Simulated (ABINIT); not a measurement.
The system is BN.

```
N B
1.0
     0.00000    1.81300    1.81300
     1.81300    0.00000    1.81300
     1.81300    1.81300    0.00000
N B
1 1
Direct
  0.25000 0.25000 0.25000
  0.00000 0.00000 0.00000
```

The cell is a database's computed one.

Base run:

* Program: ABINIT 10.8.3 (patched build)
* Functional: PW91
* Potentials or basis: JTH PAW PBE v2.0
* Cutoff: 844 eV
* k mesh: 13 × 13 × 13
* Occupations: fermi-dirac, width 0.05 eV
* Spin: no spin polarisation

Its results: band gap on the k mesh 4.57 eV, indirect (least direct gap 8.79 eV); pressure -1.4 GPa.

**Question.** After a change of settings the same cell gave: band gap on the k mesh 4.54 eV, indirect (least direct gap 8.81 eV); pressure 3.7 GPa. Which change was it?
A. functional from PW91 to revPBE
B. functional from PW91 to BLYP
C. functional from PW91 to r2SCAN
D. functional from PW91 to PBEsol

**Answer.** A.

revPBE binds less tightly than PW91, so the same cell stands under more pressure.

Caveats: the PAW data sets were made with another functional, which shifts forces and pressure a little.
